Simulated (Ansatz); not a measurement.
**Te2Pt (Moncheite) in Ansatz: the effect of functional**

The system is Te2Pt (Moncheite).

```
Pt Te
1.0
     4.08865    0.00000    0.00000
    -2.04432    3.54087    0.00000
     0.00000    0.00000    5.30301
Pt Te
1 2
Cartesian
  0.0000 0.0000 0.0000
  2.0443 1.1803 3.9773
  0.0000 2.3606 1.3258
```

The cell isn't the ideal one: volume scaled by 1.06.

Alike in all runs:

| Property | Result |
| --- | --- |
| Program | Ansatz 0.2.0 |
| Task | single point |
| Potentials or basis | Ansatz PAW |
| k mesh | 8 × 8 × 5 |
| Occupations | fermi-dirac, width 0.05 eV |
| Spin | no spin polarisation |

Problem. One run gave: pressure -2.3 GPa; largest force 0.10 eV/Å. Which functional did it use?
A. LDA
B. PBEsol
C. r2SCAN
D. PBE

Solution. B.

| functional | cutoff | pressure (GPa) | largest force (eV/Å) |
| --- | --- | --- | --- |
| LDA | 420 eV (not typed: the program's choice for these potentials) | -4.2 | 0.04 |
| PBE | 420 eV (not typed: the program's choice for these potentials) | 1.9 | 0.34 |
| PBEsol | 420 eV (not typed: the program's choice for these potentials) | -2.3 | 0.10 |
| r2SCAN | 500 eV (not typed: the program's choice for these potentials) | 0.2 | 0.19 |

Caveats: the PAW data sets come from PBE, with cores solved anew for the run's functional, which leaves a small shift of forces and pressure (some runs).
